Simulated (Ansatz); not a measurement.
# Mo2N monolayer: modes against uniaxial strain along a, the zigzag direction, with the width clamped, part 2 of 2

Aim: how do the optical modes of Mo2N monolayer shift and split under this strain?

Ansatz 0.2.0; DFT PBE, scalar-relativistic, plane waves, PAW; PAW set soft_1.

So far, highest optical mode at the zone centre (no LO-TO term) (cm⁻¹): step 5 (zone-centre response at rest) 593.

## (6) Relaxation of a member: uniaxial strain of +5 % along a, the zigzag direction, with the width clamped

The cell takes a uniaxial strain of +5 % along a, the zigzag direction, with the width clamped. The cell is held, and the atoms relax in it.

File input.yaml:

```yaml
crystal:
  lattice:
    - [2.9412027142, 0.0, 0.0]
    - [-1.4706013571, 2.4258631126, 0.0]
    - [0.0, 0.0, 28.6]
  atoms:
    - { symbol: "N", position: [0.0, 0.0, 0.3496503497] }
    - { symbol: Mo, position: [0.3393308761, 0.6786617522, 0.3962103] }
    - { symbol: Mo, position: [0.6606691239, 0.3213382478, 0.3030903994] }
  periodic: [true, true, false]
kpoints:
  mp_grid: { grid: [18, 18, 1] }
hamiltonian:
  xc: pbe
  pseudopotentials: { kind: paw, azcp: { folder: soft_1 } }
scf:
  occupations: { method: methfessel_paxton, width: 0.2 }
output:
  forces: true
  stress: true
  eigenvalues: true
relax:
  adjacent_minimum: "off"
  f_tol: 0.001
  max_steps: 60
```

Started as:

```console
> ansatz run input.yaml --threads 4 --pin off --max-ram 16384MiB --backend cpu --events-out ev --progress --plain --runs-dir out
```

Numbers of over 12 decimals in the logs are rounded to 6 here.

The log of the run:

```text
[...]
--- Relaxed structure (5 steps of the walk, 5 accepted, 0 SCFs on fresh bases) ---
  F+E_penalty+E_count = -10293.85005704 eV   max|allowed force component| = 3.820e-4 eV/Å
  cell:  # Å, volume = 204.0597 Å³
    - [2.9412027142, 0.0, 0.0]
    - [-1.4706013571, 2.4258631126, 0.0]
    - [0.0, 0.0, 28.6]
  atoms:
    - { symbol: N, position: [0, 0.0, 0.349650] }
    - { symbol: Mo, position: [0.340725, 0.681451, 0.395847] }
    - { symbol: Mo, position: [0.659275, 0.318549, 0.303454] }
[key lines of the parts left out:]
SCF converged after 2 iterations
Free energy (F): -10293.850057 eV
Fermi energy:    -4.961741 eV
P = ½ c Tr σ = -3.3689 N/m
```

Elapsed: 28 s, on 4 threads of Arm Neoverse V1, shared host; peak memory 0.62 GiB; 1.8 min of CPU time.

Step by step:

```
step  energy less that of the first step (eV)  largest force component (eV/Å)
   1                                   0.0000                          0.1446
   2                                  -0.0016                          0.0284
   3                                  -0.0018                          0.0066
   4                                  -0.0018                          0.0004
   5                                  -0.0018                          0.0004
```

The run keeps the 4 symmetry operations that it works with, so distortions that break them were not tested.

The atoms that moved most (Å):

```
atom     dx      dy      dz  length
 Mo3  0.000  -0.007   0.010   0.012
 Mo2  0.000   0.007  -0.010   0.012
```

The relaxed structure:

```cif
data_structure
_symmetry_space_group_name_H-M 'P 1'
_symmetry_Int_Tables_number 1
_cell_length_a 2.9412
_cell_length_b 2.8368
_cell_length_c 28.6000
_cell_angle_alpha 90.000
_cell_angle_beta 90.000
_cell_angle_gamma 121.225
_cell_volume 204.06
loop_
_atom_site_label
_atom_site_type_symbol
_atom_site_fract_x
_atom_site_fract_y
_atom_site_fract_z
_atom_site_occupancy
N1 N 0.00000 0.00000 0.34965 1
Mo2 Mo 0.34073 0.68145 0.39585 1
Mo3 Mo 0.65927 0.31855 0.30345 1
```

Numbers from this step:

- area per atom: 2.378 Å²

The largest force component left is 0.38 meV/Å.

## (7) Modes of this member: uniaxial strain of +5 % along a, the zigzag direction, with the width clamped

The zone-centre modes follow for uniaxial strain of +5 % along a, the zigzag direction, with the width clamped.

input.yaml, the sections that differ from step 6:

```yaml
crystal:
  lattice:
    - [2.9412027142, 0.0, 0.0]
    - [-1.4706013571, 2.4258631126, 0.0]
    - [0.0, 0.0, 28.6]
  atoms:
    - { symbol: "N", position: [0.0, 0.0, 0.3496503497] }
    - { symbol: Mo, position: [0.3407252644, 0.6814505289, 0.395847197] }
    - { symbol: Mo, position: [0.6592747356, 0.3185494711, 0.3034535024] }
  periodic: [true, true, false]
output:
  eigenvalues: true
phonons:
  method: dfpt
# kpoints, hamiltonian, scf: as in step 6
# relax: removed
```

The log of the run:

```text
[...]
Crystal: 3 atoms, lattice volume = 204.060 Å³
Basis set: ecut = 420 eV, 3995 PW (Γ), exchange–correlation on 40×40×384 points (8 copies of the dense FFT grid, shifted against one another)
Bands: 21, of which v1, the nominal top of the filled ones, is band 17 counted from 1 (16 counted from 0)
Symmetry: 4 space group operations
k-points: 91 of 324 (irreducible under 2 space group operations, time reversal used)
[...]
SCF iter   1: F=—  HF=-10297.632622 eV  |F-HF|=—  |Δ(HF+E_count)|=         —  Δρ=7.54e-2  dr2=1.62e1  ethr=3.10e-3  ⟨swp⟩=12.3  Hψ=33945  notcnv=0
[...]
SCF iter  12: F=-10293.850057 eV  HF=-10293.850057 eV  |F-HF|=1.09e-11  |Δ(HF+E_count)|=   1.65e-9  S|Δr|=    0.00e0  Δρ=5.99e-8  dr2=6.98e-12  ethr=1.00e-12  ⟨swp⟩=26.1  Hψ=22617  notcnv=0
SCF 1 converged in 12 iterations: F = -10293.850057 eV  dr2 = 6.98e-12
[...]
SCF converged after 12 iterations
[...]
Free energy (F): -10293.850057 eV
[...]
Internal energy: -10293.851427 eV  (E = F + TS)
E sigma→0 (E₀):  -10293.850400 eV
Entropy (-TS):   0.001370 eV (0.457 meV/atom)
Fermi energy:    -4.961734 eV
[...]
--- Band table (eV; the first three rows and the last of 91) ---
  k-point 0: bands = [... 13 lower, -6.6712, -6.1025, -5.8031, -5.7615, -4.9678, -4.8628, -4.5402, -4.4049, ... 4 higher]
  k-point 1: bands = [... 13 lower, -6.5708, -6.1359, -5.9850, -5.8743, -5.0974, -4.9917, -4.3738, -4.1091, ... 4 higher]
  k-point 2: bands = [... 13 lower, -6.6383, -6.2751, -6.2578, -5.7732, -5.1046, -5.0458, -4.1962, -4.1441, ... 4 higher]
  k-point 90: bands = [... 13 lower, -6.7450, -6.5353, -6.0490, -4.7470, -3.8723, -3.2633, -2.9988, -2.0006, ... 4 higher]
  ° read free of the cell's end (the report's vacuum.weakly_bound_levels)
[...]
ASR residual: 9.350e-5 → 0.000e0 eV/Å²; symmetrization residual: 1.306e-5 eV/Å²
[...]
ASR residual per site (eV/Å²): 9.35e-5 3.15e-5 3.23e-5
  Γ frequencies (cm⁻¹): 0.00 0.00 0.00 103.36 119.29 137.78 199.79 199.94 609.70
[...]
```

Elapsed: 2.1 min, on 4 threads; peak memory 1.4 GiB.

Numbers from this step:

| Property | Result |
| --- | --- |
| sum-rule residual before enforcement | 9.35e-5 eV/Å² |
| point group | 2/m |
| highest optical mode at the zone centre (no LO-TO term) | 609.7 cm⁻¹ |
| lowest optical zone-centre mode | 103.4 cm⁻¹ |

Patterns of degenerate modes are one choice out of their space. Modes at Γ, with each element's share of the kinetic energy:

```
mode  frequency (cm⁻¹)  symmetry  N %  Mo %
   1               0.0  acoustic    7    93
   2               0.0  acoustic    7    93
   3               0.0  acoustic    7    93
   4             103.4        Bg    0   100
   5             119.3        Ag    0   100
   6             137.8        Bu   93     7
   7             199.8        Ag    0   100
   8             199.9        Au   93     7
   9             609.7        Bu   93     7
```

The lowest optical mode is real, 103 cm⁻¹, and the highest lies at 609.7 cm⁻¹.

Between step 5 and this run (strain 5 %) the value for the highest optical mode at the zone centre (no LO-TO term) moves from 593 cm⁻¹ to 610 cm⁻¹ (+3 %).

## (8) A member of the series: uniaxial strain of -3 % along a, the zigzag direction, with the width clamped

The cell takes a uniaxial strain of -3 % along a, the zigzag direction, with the width clamped. The cell is held, and the atoms relax in it.

input.yaml, the sections that differ from step 7:

```yaml
crystal:
  lattice:
    - [2.717111079, 0.0, 0.0]
    - [-1.3585555395, 2.4258631126, 0.0]
    - [0.0, 0.0, 28.6]
  atoms:
    - { symbol: "N", position: [0.0, 0.0, 0.3496503497] }
    - { symbol: Mo, position: [0.3304968076, 0.6609936153, 0.3991704963] }
    - { symbol: Mo, position: [0.6695031924, 0.3390063847, 0.300130203] }
  periodic: [true, true, false]
output:
  forces: true
  stress: true
  eigenvalues: true
relax:
  adjacent_minimum: "off"
  f_tol: 0.001
  max_steps: 60
# kpoints, hamiltonian, scf: as in step 7
# phonons: removed
```

The log of the run:

```text
[...]
Crystal: 3 atoms, lattice volume = 188.512 Å³
Basis set: ecut = 420 eV, 3719 PW (Γ), exchange–correlation on 40×40×384 points (8 copies of the dense FFT grid, shifted against one another)
Bands: 21, of which v1, the nominal top of the filled ones, is band 17 counted from 1 (16 counted from 0)
Symmetry: 4 space group operations
[...]
--- Relaxed structure (5 steps of the walk, 5 accepted, 0 SCFs on fresh bases) ---
  F+E_penalty+E_count = -10293.86450508 eV   max|allowed force component| = 5.491e-4 eV/Å
  cell:  # Å, volume = 188.5123 Å³
    - [2.717111079, 0.0, 0.0]
    - [-1.3585555395, 2.4258631126, 0.0]
    - [0.0, 0.0, 28.6]
  atoms:
    - { symbol: N, position: [0, 0.0, 0.349650] }
    - { symbol: Mo, position: [0.328824, 0.657649, 0.399535] }
    - { symbol: Mo, position: [0.671176, 0.342351, 0.299766] }
[key lines of the parts left out:]
SCF converged after 2 iterations
Free energy (F): -10293.864505 eV
Fermi energy:    -5.108047 eV
P = ½ c Tr σ = 3.5310 N/m
```

Wall time 25 s (4 threads); peak memory 0.61 GiB; 98 s of CPU time.

Relaxation path:

```
step  energy less that of the first step (eV)  largest force component (eV/Å)
   1                                   0.0000                          0.1452
   2                                  -0.0017                          0.0370
   3                                  -0.0019                          0.0076
   4                                  -0.0019                          0.0006
   5                                  -0.0019                          0.0005
```

The run keeps the 4 symmetry operations that it works with, so distortions that break them were not tested.

The atoms that moved most (Å):

```
atom     dx      dy      dz  length
 Mo2  0.000  -0.008   0.010   0.013
 Mo3  0.000   0.008  -0.010   0.013
```

Final coordinates:

```cif
data_structure
_symmetry_space_group_name_H-M 'P 1'
_symmetry_Int_Tables_number 1
_cell_length_a 2.7171
_cell_length_b 2.7804
_cell_length_c 28.6000
_cell_angle_alpha 90.000
_cell_angle_beta 90.000
_cell_angle_gamma 119.250
_cell_volume 188.51
loop_
_atom_site_label
_atom_site_type_symbol
_atom_site_fract_x
_atom_site_fract_y
_atom_site_fract_z
_atom_site_occupancy
N1 N 0.00000 0.00000 0.34965 1
Mo2 Mo 0.32882 0.65765 0.39954 1
Mo3 Mo 0.67118 0.34235 0.29977 1
```

Numbers from this step:

```yaml
area_per_atom: 2.197 Å²
```

The largest force component left is 0.55 meV/Å.

## (9) Modes of this member: uniaxial strain of -3 % along a, the zigzag direction, with the width clamped

The zone-centre modes follow for uniaxial strain of -3 % along a, the zigzag direction, with the width clamped.

input.yaml, the sections that differ from step 8:

```yaml
crystal:
  lattice:
    - [2.717111079, 0.0, 0.0]
    - [-1.3585555395, 2.4258631126, 0.0]
    - [0.0, 0.0, 28.6]
  atoms:
    - { symbol: "N", position: [0.0, 0.0, 0.3496503497] }
    - { symbol: Mo, position: [0.3288244511, 0.6576489022, 0.3995350395] }
    - { symbol: Mo, position: [0.6711755489, 0.3423510978, 0.2997656599] }
  periodic: [true, true, false]
output:
  eigenvalues: true
phonons:
  method: dfpt
# kpoints, hamiltonian, scf: as in step 8
# relax: removed
```

The log of the run:

```text
[...]
Crystal: 3 atoms, lattice volume = 188.512 Å³
Basis set: ecut = 420 eV, 3719 PW (Γ), exchange–correlation on 40×40×384 points (8 copies of the dense FFT grid, shifted against one another)
Bands: 21, of which v1, the nominal top of the filled ones, is band 17 counted from 1 (16 counted from 0)
Symmetry: 4 space group operations
[...]
k-point 90: bands = [... 13 lower, -7.0567, -6.6110, -6.2496, -5.0790, -3.8601, -3.4597, -2.3487, -1.9950, ... 4 higher]
  ° read free of the cell's end (the report's vacuum.weakly_bound_levels)
[...]
ASR residual: 7.554e-5 → 0.000e0 eV/Å²; symmetrization residual: 1.060e-5 eV/Å²
[...]
ASR residual per site (eV/Å²): 5.68e-5 7.54e-5 7.55e-5
  Γ frequencies (cm⁻¹): 0.00 0.00 0.00 111.63 127.63 196.09 300.73 304.01 569.18
[...]
[key lines of the parts left out:]
SCF converged after 12 iterations
Free energy (F): -10293.864505 eV
Fermi energy:    -5.108044 eV
```

The job ended after 2 min (4 threads; peak memory 1.3 GiB).

This step gave:

```yaml
sum_rule_residual_before_enforcement: 7.55e-5 eV/Å²
highest_optical_mode_at_the_zone_centre_no_lo_to_term: 569.2 cm⁻¹
lowest_optical_zone_centre_mode: 111.6 cm⁻¹
```

Patterns of degenerate modes are one choice out of their space. Modes at Γ, with each element's share of the kinetic energy:

```
mode  frequency (cm⁻¹)  symmetry  N %  Mo %
   1               0.0  acoustic    7    93
   2               0.0  acoustic    7    93
   3               0.0  acoustic    7    93
   4             111.6        Ag    0   100
   5             127.6        Bg    0   100
   6             196.1        Ag    0   100
   7             300.7        Bu   93     7
   8             304.0        Au   93     7
   9             569.2        Bu   93     7
```

The lowest optical mode is real, 112 cm⁻¹, and the highest lies at 569.2 cm⁻¹.

For the highest optical mode at the zone centre (no LO-TO term), step 5 gave 593 cm⁻¹; this run, with strain -3 %, gives 569 cm⁻¹ (-4 %).

## (10) The series together

The members are set side by side, also those not shown above.

Energies are extrapolated to zero smearing, and E0 is that at rest; the cell is clamped and the atoms are relaxed; all runs use 18×18×1 k points and Methfessel-Paxton smearing of 0.2 eV. State of the crystal along the series:

```
strain (%)  E - E0 (meV/atom)
        -3              10.27
        -2              3.986
        -1             0.7607
         0                  0
         1             0.6294
         2              2.059
         3              4.565
         4                8.7
         5              14.84
```

Optical modes are counted from below at rest and tracked from member to member by their patterns, and modes that stay within 0.3 cm⁻¹ of each other stand once; labels, where given, are those at rest, then, where named, those of the strained cell; the cell is clamped and the atoms are relaxed; all runs use 18×18×1 k points and Methfessel-Paxton smearing of 0.2 eV. Optical modes along the series:

```
strain (%)  optical mode 1 Eg to Bg single part (cm⁻¹)  optical mode 2 Eg to Ag single part (cm⁻¹)  optical mode 3 A1g to Ag (cm⁻¹)  optical mode 4 Eu to Bu single part (cm⁻¹)  optical mode 5 Eu to Au single part (cm⁻¹)  optical mode 6 A2u to Bu (cm⁻¹)
        -3                                       127.6                                       111.6                            196.1                                       300.7                                         304                            569.2
        -2                                       127.2                                       117.1                            192.1                                       290.4                                       291.2                            577.3
        -1                                       125.9                                         121                            186.2                                       273.8                                       272.6                            584.7
         0                                       123.8                                       123.8                            178.9                                       252.2                                       252.2                            592.5
         1                                       120.8                                       124.9                            176.4                                       228.2                                       238.2                            600.9
         2                                       117.2                                       124.6                            181.7                                       206.3                                       232.2                            607.5
         3                                       113.1                                       123.5                            189.2                                       187.3                                       225.8                            610.7
         4                                       108.5                                       121.7                            195.2                                       165.9                                       214.5                            611.1
         5                                       103.4                                       119.3                            199.8                                       137.8                                       199.9                            609.7
```

Value and slope at zero strain of a cubic (a lower polynomial where under five rows exist) through the rows within 2 % of rest. Slopes at rest:

```
                               mode  frequency (cm⁻¹)  shift per percent of strain (cm⁻¹)
optical mode 1 Eg to Bg single part             123.8                               -2.54
optical mode 2 Eg to Ag single part             123.7                                1.97
           optical mode 3 A1g to Ag             179.2                               -5.65
optical mode 4 Eu to Bu single part               252                              -23.42
optical mode 5 Eu to Au single part             252.7                              -18.02
           optical mode 6 A2u to Bu             592.7                                8.32
```

## (11) What came out

```
members                                                          : 9
highest optical mode at the zone centre (no LO-TO term), at rest : 592.5 cm⁻¹
optical mode 3 A1g to Ag, shift per percent                      : -5.65 cm⁻¹
optical mode 4 Eu to Bu single part, shift per percent           : -23.42 cm⁻¹
optical mode 5 Eu to Au single part, shift per percent           : -18.02 cm⁻¹
optical mode 6 A2u to Bu, shift per percent                      : 8.32 cm⁻¹
```

In words: The strain lowers the symmetry: the level at 252.2 cm⁻¹ splits, into 137.8 and 199.9 cm⁻¹ at +5 %. Within 2 % of rest several modes bend away from a straight line, so single slopes hold only near rest. The fastest shift in the table of slopes is -23.4 cm⁻¹ for each percent (optical mode 4 Eu to Bu single part). The width is clamped, so the contraction across the strain that a free sheet shows is left out. These are harmonic frequencies at zero temperature: anharmonic shifts, linewidths and thermal expansion are left out. With no gap, or one that is small against the smearing, the frequencies hang on the k mesh and the smearing, most of all near Kohn anomalies. The runs are without spin polarisation, although the cell has an odd electron count. The starting cell was built on a prototype and not taken from a measurement. Only the zone centre was solved, so an instability at another wavevector cannot show here.

[Logs are printed without paths, hosts, clocks, repeated set-up lines and the standing remarks that a program may print on its own settings, such as how far it seeks lower states.]

[Hosts, paths, dates, database ids (printed as entryN), source tags and the programs' standing remarks are cut or masked in the printed files.]
